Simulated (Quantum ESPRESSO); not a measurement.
Rh under changes of volume

One of the cells (13.671 Å³/atom); the others are scaled copies at fixed shape and fractional positions:

```
Rh
1.0
     0.00000    1.89785    1.89785
     1.89785    0.00000    1.89785
     1.89785    1.89785    0.00000
Rh
1
Direct
  0.00000 0.00000 0.00000
```

- Program: Quantum ESPRESSO 7.5
- Functional: LDA
- Potentials or basis: PseudoDojo 0.4.1 SR LDA standard
- Cutoff: 1197 eV
- Density cutoff: 4789 eV
- k mesh: 12 × 12 × 12
- Occupations: fermi-dirac, width 0.05 eV
- Spin: no spin polarisation

| volume (Å³/atom) | energy over the lowest point (meV/atom) | pressure (GPa) |
| --- | --- | --- |
| 12.851 | ? | ? |
| 13.125 | 0.00 | 2.8 |
| 13.398 | 0.77 | -3.7 |
| 13.671 | 12.02 | -9.5 |
| 13.945 | 32.51 | -14.5 |
| 14.218 | 61.14 | -19.0 |
| 14.492 | 96.92 | -22.9 |

**Question.** What does the run at 12.851 Å³/atom give?

**Answer.** Energy over the lowest point 11.14 meV/atom; pressure 10.2 GPa.

Worked out: A Birch-Murnaghan fit of order 3 (a polynomial in V^(-2/3)) to the other rows has its minimum at 13.24 Å³/atom with B0 = V·E''(V) = 320 GPa and B' = 5.2. It gives 11.21 meV/atom at 12.851 Å³/atom, against the run's 11.14, and -dE/dV = 10.4 GPa, against 10.2.

Energies are extrapolated to zero smearing.
